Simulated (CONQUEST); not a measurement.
PbS under changes of volume

One of the cells (27.435 Å³/atom); the others are scaled copies at fixed shape and fractional positions:

```
CELL_PARAMETERS angstrom
3.78817 0.00000 0.00000
0.00000 4.08970 0.00000
0.00000 0.00000 7.08356
ATOMIC_POSITIONS crystal
Pb 0.00000 0.00000 0.00000
Pb 0.00000 0.50000 0.50000
S 0.50000 0.00000 0.66667
S 0.50000 0.50000 0.16667
```

Measurements of this composition are mostly on another form, of space group No. 225.

| Quantity | Value |
| --- | --- |
| Program | CONQUEST 1.3 |
| Functional | PBEsol |
| Potentials or basis | PseudoDojo NC PBEsol, DZP, grid of 36 × 40 × 72 points |
| k mesh | 7 × 7 × 4 |
| Occupations | fermi-dirac, width 0.05 eV |
| Spin | no spin polarisation |

```csv
volume (Å³/atom),energy over the lowest point (meV/atom),pressure (GPa),largest force (eV/Å)
25.789,2.79,1.5,0.004
26.338,0.00,0.1,0.007
26.887,1.74,-1.1,0.002
27.435,7.24,-2.1,0.004
27.984,15.65,-2.9,0.002
28.533,27.00,-3.8,0.001
29.082,?,?,?
```

Q: What does the run at 29.082 Å³/atom give?

A: Energy over the lowest point 41.32 meV/atom; pressure -4.6 GPa; largest force 0.004 eV/Å.

Worked out: A Birch-Murnaghan fit of order 3 (a polynomial in V^(-2/3)) to the other rows has its minimum at 26.39 Å³/atom with B0 = V·E''(V) = 61 GPa and B' = 7.0 at fixed shape and positions, which overstates the stiffness. It gives 40.41 meV/atom at 29.082 Å³/atom, against the run's 41.32, and -dE/dV = -4.2 GPa, against -4.6.

Energies are extrapolated to zero smearing.

Caveats: the basis of atomic orbitals isn't converged, which shifts pressures, moduli and gaps.
